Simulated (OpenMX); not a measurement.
# PbS in OpenMX: the effect of dispersion

Crystal: PbS.

```
CELL_PARAMETERS angstrom
4.22692 0.00000 0.00000
2.11505 3.65970 0.00000
2.11505 1.22051 3.45018
ATOMIC_POSITIONS crystal
Pb 0.98057 0.98057 0.98057
S 0.47504 0.47504 0.47504
```

The cell is a database's computed one.

Alike in all runs:

* Program: OpenMX 3.8.5
* Task: single point
* Functional: PBE
* Potentials or basis: OpenMX 2013 PBE set, Pb8.0-s3p2d2f1, S7.0-s2p2d1f1, grid cutoff 500 Ry
* k mesh: 7 × 7 × 7
* Occupations: fermi-dirac, width 0.05 eV
* Spin: no spin polarisation

| dispersion | pressure (GPa) |
| --- | --- |
| none | 1.5 |
| D3 | ? |
| D3(BJ) | -0.6 |
| D4 | -0.4 |

Q: What does the run with dispersion D3 give?

A: Pressure 0.5 GPa.

Caveats: the basis of atomic orbitals isn't converged, which shifts pressures, moduli and gaps.
